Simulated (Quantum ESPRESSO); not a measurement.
# NaI (Fm-3m) in Quantum ESPRESSO: a series of runs, part 2 of 2

Quantum ESPRESSO 7.5. Earlier steps stand in the parts before.

## 3. Phonons, PBE

Contents of pw.in:

```
&CONTROL
  calculation = 'scf'
  prefix = 'pwscf'
  outdir = './tmp'
  pseudo_dir = './pseudo'
  tprnfor = .true.
  tstress = .true.
  disk_io = 'low'
/
&SYSTEM
  ibrav = 0
  nat = 2
  ntyp = 2
  ecutwfc = 88
  nbnd = 14
  occupations = 'smearing'
  smearing = 'fd'
  degauss = 0.00367493
/
&ELECTRONS
  conv_thr = 4d-10
  electron_maxstep = 120
  mixing_beta = 0.5
/
ATOMIC_SPECIES
I    126.9045 I.upf
Na    22.9898 Na.upf
CELL_PARAMETERS bohr
   0.0000000000    6.1159096297    6.1159096297
   6.1159096297    0.0000000000    6.1159096297
   6.1159096297    6.1159096297    0.0000000000
ATOMIC_POSITIONS bohr
I      6.1159096297    6.1159096297    6.1159096297
Na     0.0000000000    0.0000000000    0.0000000000
K_POINTS automatic
2 2 2 1 1 1
```

Contents of relax.in:

```
&CONTROL
  calculation = 'vc-relax'
  prefix = 'pwscf'
  outdir = './tmp'
  pseudo_dir = './pseudo'
  tprnfor = .true.
  tstress = .true.
  disk_io = 'low'
  nstep = 40
  forc_conv_thr = 0.0001
  etot_conv_thr = 1d-06
/
&SYSTEM
  ibrav = 0
  nat = 2
  ntyp = 2
  ecutwfc = 88
  nbnd = 14
  occupations = 'smearing'
  smearing = 'fd'
  degauss = 0.00367493
/
&ELECTRONS
  conv_thr = 4d-10
  electron_maxstep = 120
  mixing_beta = 0.5
/
&IONS
  ion_dynamics = 'bfgs'
/
&CELL
  cell_dynamics = 'bfgs'
  press = 0
  press_conv_thr = 0.2
/
ATOMIC_SPECIES
I    126.9045 I.upf
Na    22.9898 Na.upf
CELL_PARAMETERS bohr
   0.0000000000    6.1159096297    6.1159096297
   6.1159096297    0.0000000000    6.1159096297
   6.1159096297    6.1159096297    0.0000000000
ATOMIC_POSITIONS bohr
I      6.1159096297    6.1159096297    6.1159096297
Na     0.0000000000    0.0000000000    0.0000000000
K_POINTS automatic
2 2 2 1 1 1
```

Contents of scf2.in:

```
&CONTROL
  calculation = 'scf'
  prefix = 'pwscf'
  outdir = './tmp'
  pseudo_dir = './pseudo'
  tprnfor = .true.
  tstress = .true.
  disk_io = 'low'
/
&SYSTEM
  ibrav = 0
  nat = 2
  ntyp = 2
  ecutwfc = 88
  nbnd = 14
  occupations = 'fixed'
/
&ELECTRONS
  conv_thr = 1d-13
  electron_maxstep = 120
  mixing_beta = 0.5
  startingpot = 'file'
  startingwfc = 'file'
/
ATOMIC_SPECIES
I    126.9045 I.upf
Na    22.9898 Na.upf
CELL_PARAMETERS bohr
   0.0000000000    6.1754592130    6.1754592130
   6.1754592130    0.0000000000    6.1754592130
   6.1754592130    6.1754592130    0.0000000000
ATOMIC_POSITIONS bohr
I      6.1754592130    6.1754592130    6.1754592130
Na     0.0000000000    0.0000000000    0.0000000000
K_POINTS automatic
2 2 2 1 1 1
```

Contents of ph.in:

```
phonons of NaI
&INPUTPH
  prefix = 'pwscf'
  outdir = './tmp'
  tr2_ph = 1d-18
  fildyn = 'dyn'
  niter_ph = 90
  alpha_mix(1) = 0.7
/
0.1767766953 0.7071067812 0.1767766953
```

Potentials or basis: PseudoDojo 0.4.1 SR PBE standard.

Run with:

```
$ OMP_NUM_THREADS=1 pw.x -in pw.in > pw.out
$ OMP_NUM_THREADS=1 pw.x -in relax.in > relax.out
$ OMP_NUM_THREADS=1 pw.x -in scf2.in > scf2.out
$ OMP_NUM_THREADS=1 ph.x -in ph.in > ph.out
```

pw.out:

```text
This program is part of the open-source Quantum ESPRESSO suite
     for quantum simulation of materials; please cite
[... 9 lines left out ...]
     --------------------
     sticks:   dense  smooth     PW     G-vecs:    dense   smooth      PW
     Sum        1813    1813    499                51109    51109    7391

     Using Slab Decomposition

     bravais-lattice index     =            0
     lattice parameter (alat)  =       8.6492  a.u.
     unit-cell volume          =     457.5233 (a.u.)^3
     number of atoms/cell      =            2
     number of atomic types    =            2
     number of electrons       =        16.00
     number of Kohn-Sham states=           14
     kinetic-energy cutoff     =      88.0000  Ry
     charge density cutoff     =     352.0000  Ry
     scf convergence threshold =      4.0E-10
     mixing beta               =       0.5000
     number of iterations used =            8  plain     mixing
     Exchange-correlation= PBE
                           (   1   4   3   4   0   0   0)

     celldm(1)=   8.649202  celldm(2)=   0.000000  celldm(3)=   0.000000
     celldm(4)=   0.000000  celldm(5)=   0.000000  celldm(6)=   0.000000

[... 8 lines left out ...]
               b(3) = (  0.707107  0.707107 -0.707107 )

     PseudoPot. # 1 for I  read from file:
     I.upf
     Pseudo is Norm-conserving + core correction, Zval =  7.0
     Generated using ONCVPSP code by D. R. Hamann
     Using radial grid of 1196 points,  6 beta functions with:
                l(1) =   0
                l(2) =   0
                l(3) =   1
                l(4) =   1
                l(5) =   2
                l(6) =   2

     PseudoPot. # 2 for Na read from file:
     Na.upf
     Pseudo is Norm-conserving, Zval =  9.0
     Generated using ONCVPSP code by D. R. Hamann
     Using radial grid of 1992 points,  4 beta functions with:
                l(1) =   0
                l(2) =   0
                l(3) =   1
                l(4) =   1

     atomic species   valence    mass     pseudopotential
     I                 7.00   126.90450     I ( 1.00)
     Na                9.00    22.98980     Na( 1.00)

     48 Sym. Ops., with inversion, found

   Cartesian axes

     site n.     atom                  positions (alat units)
         1        I      tau(   1) = (   0.7071068   0.7071068   0.7071068  )
         2        Na     tau(   2) = (   0.0000000   0.0000000   0.0000000  )

     number of k points=     2  Fermi-Dirac smearing, width (Ry)=  0.0037
                       cart. coord. in units 2pi/alat
        k(    1) = (   0.1767767   0.1767767   0.1767767), wk =   0.5000000
        k(    2) = (  -0.1767767  -0.1767767   0.5303301), wk =   1.5000000

     Dense  grid:    51109 G-vectors     FFT dimensions: (  54,  54,  54)

     Initial potential from superposition of free atoms

     starting charge      15.9937, renormalised to      16.0000
     Starting wfcs are    9 randomized atomic wfcs +    5 random wfcs

     Self-consistent Calculation

     iteration #  1     ecut=    88.00 Ry     beta= 0.50
     Davidson diagonalization with overlap
     ethr =  1.00E-02,  avg # of iterations =  5.0

     Threshold (ethr) on eigenvalues was too large:
     Diagonalizing with lowered threshold

     Davidson diagonalization with overlap
     ethr =  1.23E-04,  avg # of iterations =  6.5

     total energy              =    -117.48774723 Ry
     estimated scf accuracy    <       0.01931159 Ry

     iteration #  2     ecut=    88.00 Ry     beta= 0.50
     Davidson diagonalization with overlap
     ethr =  1.21E-04,  avg # of iterations =  2.0

     total energy              =    -117.49036998 Ry
     estimated scf accuracy    <       0.00135740 Ry

     iteration #  3     ecut=    88.00 Ry     beta= 0.50
     Davidson diagonalization with overlap
     ethr =  8.48E-06,  avg # of iterations =  2.0

     total energy              =    -117.49055051 Ry
     estimated scf accuracy    <       0.00022064 Ry

     iteration #  4     ecut=    88.00 Ry     beta= 0.50
     Davidson diagonalization with overlap
     ethr =  1.38E-06,  avg # of iterations =  4.0

     total energy              =    -117.49057552 Ry
     estimated scf accuracy    <       0.00000128 Ry

     iteration #  5     ecut=    88.00 Ry     beta= 0.50
     Davidson diagonalization with overlap
     ethr =  8.00E-09,  avg # of iterations =  2.5

     total energy              =    -117.49057629 Ry
     estimated scf accuracy    <       0.00000022 Ry

     iteration #  6     ecut=    88.00 Ry     beta= 0.50
     Davidson diagonalization with overlap
     ethr =  1.35E-09,  avg # of iterations =  2.0

     total energy              =    -117.49057638 Ry
     estimated scf accuracy    <          7.6E-09 Ry

     iteration #  7     ecut=    88.00 Ry     beta= 0.50
     Davidson diagonalization with overlap
     ethr =  4.77E-11,  avg # of iterations =  2.0

     total energy              =    -117.49057638 Ry
     estimated scf accuracy    <          1.8E-09 Ry

     iteration #  8     ecut=    88.00 Ry     beta= 0.50
     Davidson diagonalization with overlap
     ethr =  1.12E-11,  avg # of iterations =  2.0

     total energy              =    -117.49057638 Ry
     estimated scf accuracy    <          5.8E-10 Ry

     iteration #  9     ecut=    88.00 Ry     beta= 0.50
     Davidson diagonalization with overlap
     ethr =  3.61E-12,  avg # of iterations =  2.0

     End of self-consistent calculation

          k = 0.1768 0.1768 0.1768 (  6363 PWs)   bands (ev):

   -48.7368 -20.6620 -20.6595 -20.6595  -9.0594   0.5182   1.6621   1.6621
     6.7334   9.3300   9.8040   9.8040  11.4151  11.4151

          k =-0.1768-0.1768 0.5303 (  6373 PWs)   bands (ev):

   -48.7367 -20.6633 -20.6610 -20.6603  -8.8594  -0.0034   0.8853   1.2815
     7.2916   8.5236   9.6789  10.5427  12.5721  14.3188

     the Fermi energy is     4.8101 ev

!    total energy              =    -117.49057638 Ry
     estimated scf accuracy    <          6.5E-11 Ry
     smearing contrib. (-TS)   =       0.00000000 Ry
     internal energy E=F+TS    =    -117.49057638 Ry

     The total energy is F=E-TS. E is the sum of the following terms:
     one-electron contribution =     -78.64351347 Ry
     hartree contribution      =      42.88383734 Ry
     xc contribution           =     -21.77756072 Ry
     ewald contribution        =     -59.95333953 Ry

     convergence has been achieved in   9 iterations

     Forces acting on atoms (cartesian axes, Ry/au):

     atom    1 type  1   force =    -0.00000000    0.00000000   -0.00000000
     atom    2 type  2   force =    -0.00000000   -0.00000000    0.00000000

     Total force =     0.000000     Total SCF correction =     0.000000

     Computing stress (Cartesian axis) and pressure

          total   stress  (Ry/bohr**3)                   (kbar)     P=        4.70
   0.00003197  -0.00000000  -0.00000000            4.70       -0.00       -0.00
  -0.00000000   0.00003197  -0.00000000           -0.00        4.70       -0.00
  -0.00000000  -0.00000000   0.00003197           -0.00       -0.00        4.70

=------------------------------------------------------------------------------=
   JOB DONE.
=------------------------------------------------------------------------------=
```

Run time: 1.7 min. Hardware: 1 thread of AMD EPYC 9R45 (Zen 5), shared host; peak memory 0.11 GiB.

What came out:

* Free energy: -1598.5436 eV
* Relaxed volume: 34.90 Å³/atom
* Relaxed cell: a = 4.622 Å, b = 4.622 Å, c = 4.622 Å, α = 60.00°, β = 60.00°, γ = 60.00°
* Space group after relaxing (to 0.05 Å): Fm-3m (No. 225)
* Pressure after relaxing: 0.0 GPa
* Highest phonon frequency at the q point run: 159 cm⁻¹

Step by step:
| step | energy change (eV) | largest force (eV/Å) | pressure (GPa) | volume (Å³) |
| --- | --- | --- | --- | --- |
| 1 | 0.0000 | 0.0000 | 0.47 | 67.80 |
| 2 | -0.0005 | 0.0000 | 0.43 | 67.96 |
| 3 | -0.0009 | 0.0000 | 0.38 | 68.14 |
| 4 | -0.0015 | 0.0000 | 0.32 | 68.41 |
| 5 | -0.0022 | 0.0000 | 0.22 | 68.81 |
| 6 | -0.0028 | 0.0000 | 0.08 | 69.43 |
| 7 | -0.0029 | 0.0000 | 0.00 | 69.79 |
| 8 | -0.0029 | 0.0000 | 0.00 | 69.80 |

Final structure:
```
I Na
1.0
     0.00000    3.26791    3.26791
     3.26791    0.00000    3.26791
     3.26791    3.26791    0.00000
I Na
1 1
Direct
  0.50000 0.50000 0.50000
  0.00000 0.00000 0.00000
```

Levels at points of the mesh, in eV from the valence-band top:
```
           k point  band 6  band 7  band 8  band 9  band 10  band 11
(0.25, 0.25, 0.25)   -1.09    0.00    0.00    4.99     7.60     8.11
```

Phonon frequencies in cm⁻¹ (negative: imaginary):
```
              q point           frequencies
(0.625, 0.250, 0.625)  50 61 63 146 151 159
```

Phonon modes at q = (0.625, 0.250, 0.625) in reciprocal lattice units:
```csv
mode,symmetry,cm⁻¹
1,B_1,50
2,A_1,61
3,B_2,63
4,B_1,146
5,B_2,151
6,A_1,159
```

Caveat: the k mesh is coarse (spacing up to 0.84 Å⁻¹), so the values aren't converged. Spin-orbit coupling is left out, which matters for the levels of I.
